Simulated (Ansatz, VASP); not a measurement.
AlRu in VASP and in Ansatz

INCAR

```
SYSTEM = AlRu
ALGO     = Normal         ! electronic algorithm
EDIFF    = 1E-6           ! SCF threshold, eV
ENCUT    = 520            ! plane-wave cutoff, eV
GGA      = PE             ! functional
ISIF     = 2              ! what is computed and relaxed
ISMEAR   = -1             ! smearing method
LASPH    = .True.         ! aspherical terms in the spheres
LCHARG   = .False.        ! write CHGCAR
LREAL    = .False.        ! projectors in reciprocal space
LWAVE    = .False.        ! write WAVECAR
NBANDS   = 16             ! bands
NELM     = 100            ! most SCF steps
PREC     = Accurate       ! precision mode
SIGMA    = 0.05           ! smearing width, eV
```

File KPOINTS:

```
k-points
0
Gamma
  8 8 8
  0 0 0
```

The input POSCAR:

```
AlRu
1.0
    2.9916000000      0.0299160000      0.0000000000
    0.0299160000      2.9916000000      0.0000000000
    0.0000000000      0.0000000000      2.9916000000
Ru Al
1 1
Direct
    0.5000000000      0.5000000000      0.5000000000
    0.0000000000      0.0000000000      0.0000000000
```

input.yaml

```yaml
crystal:
  lattice:
    - [2.9916, 0.029916, 0.0]
    - [0.029916, 2.9916, 0.0]
    - [0.0, 0.0, 2.9916]
  atoms:
    - { symbol: Ru, position: [0.5, 0.5, 0.5] }
    - { symbol: Al, position: [0.0, 0.0, 0.0] }
hamiltonian:
  xc: pbe
  pseudopotentials: { kind: paw }
kpoints:
  mp_grid: { grid: [8, 8, 8] }
scf:
  occupations: { method: fermi_dirac, width: 0.05 }
output:
  forces: true
  stress: true
  eigenvalues: true
  write_density: true
  write_potential: true
  elf: true
  volumetric_format: npy
```

Alike in both runs: task single point; functional PBE; k mesh 8 × 8 × 8; occupations fermi-dirac, width 0.05 eV; no spin polarisation.

|  | VASP | Ansatz |
| --- | --- | --- |
| version | VASP 6.6.1 | Ansatz 0.2.0 |
| potentials or method | VASP PAW PBE potentials, release 64 (Ru_pv, Al) | Ansatz PAW |
| plane-wave cutoff (eV) | 520 | 420 |
| valence electrons in the cell | 17 | 19 |

|  | VASP | Ansatz | Ansatz less VASP |
| --- | --- | --- | --- |
| gap on the k mesh at the Fermi level (eV) | none | none | - |
| pressure (GPa) | 3.0 | 3.0 | +0.03 |
| largest component of the traceless stress (GPa) | 2.60 | 2.60 | -0.003 |

A gap of «none» marks a metal or a gap that the smearing closes. With one functional, cell and mesh, what is left measures potentials, basis and numerics. The two sets of potentials don't hold the same shells in valence.
